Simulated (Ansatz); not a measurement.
**Debugging a calculation of Al3Cu2**

The input below was meant for crystalline Al3Cu2, with PBEsol, plane waves and PAW in Ansatz.

```yaml
crystal:
  lattice:
    - [4.0919516368, 0.0, 0.0]
    - [-2.0459758184, 3.5437340685, 0.0]
    - [0.0, 0.0, 4.9927787]
  atoms:
    - { symbol: Al, position: [0.0, 0.0, 0.0] }
    - { symbol: Al, position: [0.3333333333, 0.6666666667, 0.34992535] }
    - { symbol: Al, position: [0.6666666667, 0.3333333333, 0.65007465] }
    - { symbol: Cu, position: [0.3333333333, 0.6666666667, 0.83951213] }
    - { symbol: Cu, position: [0.6666666667, 0.3333333333, 0.16048787] }
basis:
  ecutwfc: 420
kpoints:
  mp_grid: { grid: [12, 12, 8] }
hamiltonian:
  xc: pbesol
scf:
  occupations: { method: gaussian, width: 0.1 }
  max_iter: 12
  convergence: { dr2_threshold: "1e-19 eV" }
output:
  forces: true
  stress: true
  eigenvalues: true
```

Command:

```bash
ansatz run input.yaml --threads 1 --pin off --max-ram 2560MiB --backend cpu --events-out ev --progress --plain --runs-dir out
```

Output, shortened (HF is the Harris–Foulkes energy, dr2 the density residual in eV):

```text
Pseudopotential: Al, paw, valence charge 3, recommended cutoff 420 eV (normal)
Pseudopotential: Cu, paw, valence charge 19, recommended cutoff 420 eV (normal)
Crystal: 5 atoms, lattice volume = 72.399 Å³
Basis set: ecut = 420 eV, 1397 PW (Γ), exchange–correlation on 60×60×72 points (8 copies of the dense FFT grid, shifted against one another)
Bands: 29, of which v1, the nominal top of the filled ones, is band 24 counted from 1 (23 counted from 0)
Symmetry: 12 space group operations
Space group: P-3m1 (ITA 164), of the structure as read, at distance tolerance 4.2e-5 Å
k-points: 131 of 1152
PAW frozen core: Al, regenerated for the run's functional, and the local potential with it (the file was generated under x = pbe(κ = 0.804, μ = 0.2195), c = pbe(β = 0.0667))
PAW frozen core: Cu, regenerated for the run's functional, and the local potential with it (the file was generated under x = pbe(κ = 0.804, μ = 0.2195), c = pbe(β = 0.0667))
Initial density: superposition of atomic densities, corrected by the library's trained network
SCF iter   1: HF=-14752.052120 eV  Δρ=1.14e-2  dr2=5.83e-2
SCF iter   2: HF=-14752.041765 eV  Δρ=1.57e-3  dr2=3.04e-3
SCF iter   3: HF=-14752.040906 eV  Δρ=1.55e-3  dr2=2.60e-3
SCF iter   4: HF=-14752.040418 eV  Δρ=6.49e-4  dr2=6.14e-4
   ...
SCF iter  10: HF=-14752.040272 eV  Δρ=7.37e-8  dr2=5.24e-12
SCF iter  11: HF=-14752.040272 eV  Δρ=1.01e-8  dr2=7.30e-14
SCF iter  12: HF=-14752.040272 eV  Δρ=2.42e-9  dr2=2.91e-15
Error: did not converge after 12 iterations: onsite_residual = 3.59e-15 (threshold 1.00e-19), under the density mixer `msr1`, which `scf.mixing.algorithm: auto` chose by the deck's other keys (type `scf.mixing.algorithm: msr1` to keep it); raise `scf.max_iter`, which need not help a stalled SCF …
```

Task: Which fault does the input hold?
A. A smearing that washes the moments out
B. An SCF threshold too tight for the iterations allowed
C. An atom listed twice
D. Two atoms' positions swapped
E. No empty bands beside a smearing

Result: B. The residual can't fall so far within the iterations allowed. The cure is the default threshold.

Fix:

```diff
 scf:
-  max_iter: 12
-  convergence: { dr2_threshold: "1e-19 eV" }
```

The mended run converges, with a pressure of 0.13 GPa, no gap.

The mended run took 44 s on 1 thread of AMD EPYC (Zen 3) (shared host), peak memory 0.49 GiB.